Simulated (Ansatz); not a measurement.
The system is KTaO3.

```
CELL_PARAMETERS angstrom
3.98830 0.00000 0.00000
0.00000 3.98830 0.00000
0.00000 0.00000 3.98830
ATOMIC_POSITIONS crystal
Ta 0.00000 0.00000 0.00000
K 0.50000 0.50000 0.50000
O 0.00000 0.00000 0.50000
O 0.00000 0.50000 0.00000
O 0.50000 0.00000 0.00000
```

Base run:

```yaml
Program: Ansatz 0.2.0
Functional: PBE
Potentials_or_basis: PseudoDojo standard (PBE files)
Cutoff: 1143 eV
Density_cutoff: 4572 eV
k_mesh: 7 × 7 × 7
Occupations: fermi-dirac, width 0.05 eV
Spin: no spin polarisation
```

Its results: band gap on the k mesh 2.30 eV, indirect (least direct gap 2.87 eV); pressure 4.4 GPa.

Q: The run is repeated on the same cell with these changes: potentials or basis from PseudoDojo standard (PBE files) to Ansatz PAW; cutoff from 1143 eV to 420 eV (not typed: the program's choice for these potentials). What comes out?

A: Band gap on the k mesh 2.28 eV, indirect (least direct gap 2.83 eV); pressure 5.4 GPa.

Caveats: odd divisions of the mesh miss points on the zone boundary, where band edges often lie, so the gap on the mesh can be too wide; spin-orbit coupling is left out, which moves the levels of the heavy elements.

A k mesh can miss the band edges.
